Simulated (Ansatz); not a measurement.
A crystal relaxed with r2SCAN in Ansatz has space group P6_3mc (No. 186) and a = 3.107 Å, c = 4.979 Å.

```csv
atom,site,x,y,z
Xx,2b,0.3333,0.6667,0.9967
N,2b,0.3333,0.6667,0.3783
```

The r2SCAN gap is direct at Γ: 4.88 eV. The HSE06 gap is direct at Γ: 5.60 eV. Meshes: r2SCAN 12×12×6, HSE06 6×6×4. r2SCAN's ε∞ is 4.1 along x and y, 4.3 along z.

**Question.** Which element is Xx?
A. Al
B. Tl
C. In
D. Ga

**Answer.** A. Xx is Al: AlN (wurtzite). Around Al lie 4 N at 1.89–1.90 Å; around N lie 4 Al at 1.89–1.90 Å.

(Simulation; spin polarisation is off.)

The meshes of the hybrids are coarse, so their gaps aren't converged to the digits shown.
